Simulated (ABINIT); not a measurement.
Runs of ABINIT 10.8.3 (patched build) on BN. The structure is cubic, space group F-43m (No. 216). The conventional cell has a = 3.626 Å, b = 3.626 Å, c = 3.626 Å, α = 90.00°, β = 90.00°, γ = 90.00°. N (site symmetry -43m) is surrounded by 4 B at 1.57 Å. B (site symmetry -43m) is surrounded by 4 N at 1.57 Å. The cell is a database's computed one.

```tsv
task	level	potentials or basis	dispersion computed by	gap on the mesh (eV)	V0 of scaled cells (Å³/atom)	B0 (GPa)
equation of state	RPBE+D4	JTH PAW PBE v2.0	dftd4 4.3.1	-	5.81	400
equation of state	AM05	JTH PAW PBE v2.0	-	-	5.86	386
band structure	BLYP	JTH PAW PBE v2.0	-	(b)	-	-
equation of state	LDA	JTH PAW LDA v2.0	-	-	(a)	404
band structure	LDA-PZ	JTH PAW LDA v2.0	-	4.40	-	-
band structure	AM05	JTH PAW PBE v2.0	-	4.35	-	-
equation of state	RPBE	JTH PAW PBE v2.0	-	-	6.05	358
equation of state	LDA-PZ	JTH PAW LDA v2.0	-	-	5.75	404
```

Alike in all rows: no spin polarisation; cell as given; k mesh 13 × 13 × 13; cutoff (eV) 680; smearing fermi-dirac 0.05 eV.

Q: Estimate the missing entries.

A: (a) 5.74; (b) 4.93.

Caveats: pressures at fixed basis lie under the slope of the energies (some runs); the PAW data sets were made with another functional, which shifts forces and pressure a little (some runs); the atomic spheres overlap (some runs); an odd mesh through Γ misses points on the zone boundary, where band edges often lie (some runs).

Runs at the PBE level aren't shown here.
